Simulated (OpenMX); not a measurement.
ZnS (Wurtzite-2H):

```xyz
4
Lattice="3.8110 0.0000 0.0000 -1.9055 3.3004 0.0000 0.0000 0.0000 6.2340" Properties=species:S:1:pos:R:3 pbc="T T T"
Zn    1.9055    1.1001    3.1170
Zn    0.0000    2.2003    0.0000
S     1.9055    1.1001    5.5171
S     0.0000    2.2003    2.4001
```

Base run:

* Program: OpenMX 3.8.5
* Functional: PBE
* Potentials or basis: OpenMX 2013 PBE set, Zn6.0H-s3p2d2f1, S7.0-s3p2d2f1, grid cutoff 500 Ry
* k mesh: 9 × 9 × 5
* Occupations: fermi-dirac, width 0.05 eV
* Spin: no spin polarisation

Its results: band gap on the k mesh 2.38 eV, direct; pressure 4.8 GPa; largest force 0.339 eV/Å.

Problem. The run is repeated on the same cell with these changes: functional from PBE to LDA; potentials or basis from OpenMX 2013 PBE set, Zn6.0H-s3p2d2f1, S7.0-s3p2d2f1, grid cutoff 500 Ry to OpenMX 2013 LDA set, Zn6.0H-s3p2d2, S7.0-s2p2d1f1, grid cutoff 500 Ry. What comes out?

Solution. Band gap on the k mesh 2.21 eV, direct; pressure -1.7 GPa; largest force 0.328 eV/Å.

Caveats: the basis of atomic orbitals isn't converged, which shifts pressures, moduli and gaps.
